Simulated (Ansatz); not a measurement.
Crystal: CdF2.

```
Cd F
1.0
     0.00000    2.69400    2.69400
     2.69400    0.00000    2.69400
     2.69400    2.69400    0.00000
Cd F
1 2
Direct
  0.00000 0.00000 0.00000
  0.75000 0.75000 0.75000
  0.25000 0.25000 0.25000
```

Base run:

```yaml
Program: Ansatz 0.2.0
Functional: PBEsol
Potentials_or_basis: all-electron LAPW, scalar-relativistic
Cutoff: 293 eV
Density_cutoff: 1170 eV
Basis_error_allowed: 0.002 eV/atom
k_mesh: 9 × 9 × 9
Occupations: fermi-dirac, width 0.05 eV
Spin: no spin polarisation
```

Its results: band gap on the k mesh 2.96 eV, indirect (least direct gap 3.42 eV); pressure -0.2 GPa.

**Question.** The run is repeated on the same cell with these changes: functional from PBEsol to PBE. What comes out?

**Answer.** Band gap on the k mesh 3.12 eV, indirect (least direct gap 3.60 eV); pressure 5.4 GPa.

PBE binds less tightly than PBEsol, so the same cell stands under more pressure.

Not every run made on this cell is shown here.
